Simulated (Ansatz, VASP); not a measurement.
**Two plane-wave programs on Nb**

Contents of INCAR:

```
SYSTEM = Nb
PREC = Accurate
ENCUT = 520
EDIFF = 1E-6
ISMEAR = 0
SIGMA = 0.15
LREAL = .False.
LASPH = .True.
NELM = 100
ALGO = Fast
ISIF = 2
LWAVE = .False.
LCHARG = .False.
NBANDS = 12
```

Contents of KPOINTS:

```
regular mesh
0
Gamma
  20 20 20
  0 0 0
```

Contents of POSCAR:

```
Nb
1.0
   -1.6639500000      1.5391537500      1.6639500000
    1.6639500000     -1.5391537500      1.6639500000
    1.6639500000      1.5391537500     -1.6639500000
Nb
1
Direct
    0.0000000000      0.0000000000      0.0000000000
```

Input for Ansatz:

```yaml
crystal:
  lattice:
    - [-1.66395, 1.53915375, 1.66395]
    - [1.66395, -1.53915375, 1.66395]
    - [1.66395, 1.53915375, -1.66395]
  atoms:
    - { symbol: Nb, position: [0.0, 0.0, 0.0] }
basis:
  ecutwfc: 420
kpoints:
  mp_grid: { grid: [20, 20, 20] }
hamiltonian:
  xc: lda
scf:
  occupations: { method: gaussian, width: 0.15 }
output:
  forces: true
  stress: true
  eigenvalues: true
```

Change from the starting cell: strain -0.0750 x Voigt [0, 1, 0, 0, 0, 0], atoms carried along.

Alike in both runs: task single point; functional LDA; k mesh 20 × 20 × 20; occupations gaussian, width 0.15 eV; no spin polarisation.

|  | VASP | Ansatz |
| --- | --- | --- |
| version | VASP 6.6.1 | Ansatz 0.2.0 |
| potentials or method | VASP PAW LDA potentials, release 64 (Nb_sv) | scalar-relativistic, plane waves, PAW |
| plane-wave cutoff (eV) | 520 | 420 |
| valence electrons in the cell | 13 | 13 |

|  | VASP | Ansatz | Ansatz less VASP |
| --- | --- | --- | --- |
| gap on the k mesh at the Fermi level (eV) | none | none | - |
| pressure (GPa) | 1.2 | 1.4 | +0.18 |
| largest component of the traceless stress (GPa) | 5.90 | 5.89 | -0.007 |

A gap of «none» marks a metal or a gap that the smearing closes.
